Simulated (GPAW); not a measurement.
PtSe2 (Sudovikovite):

```
CELL_PARAMETERS angstrom
3.72400 0.00000 0.00000
-1.86200 3.22508 0.00000
0.00000 0.00000 5.06200
ATOMIC_POSITIONS crystal
Pt 0.00000 0.00000 0.00000
Se 0.66667 0.33333 0.75000
Se 0.33333 0.66667 0.25000
```

Base run:

| Item | Value |
| --- | --- |
| Program | GPAW 26.7.0 |
| Functional | M06-L |
| Potentials or basis | GPAW PAW data sets (gpaw-data 1.2.1) |
| Cutoff | 600 eV |
| Basis | pw |
| k mesh | 6 × 6 × 4 |
| Occupations | fermi-dirac, width 0.05 eV |
| Spin | spin-orbit coupling, no magnetisation |

Its results: pressure 8.6 GPa; largest force 0.448 eV/Å.

Task: The run is repeated on the same cell with these changes: functional from M06-L to revTPSS; band points from 100 to 60. What comes out?

Result: Pressure 3.7 GPa; largest force 0.423 eV/Å.

Caveats: spin-orbit coupling was added after a scalar SCF, so levels and gaps hold it while energy, forces, pressure and moments don't; the PAW data sets were made with another functional, which shifts forces and pressure a little.

Not every run made on this cell is shown here.
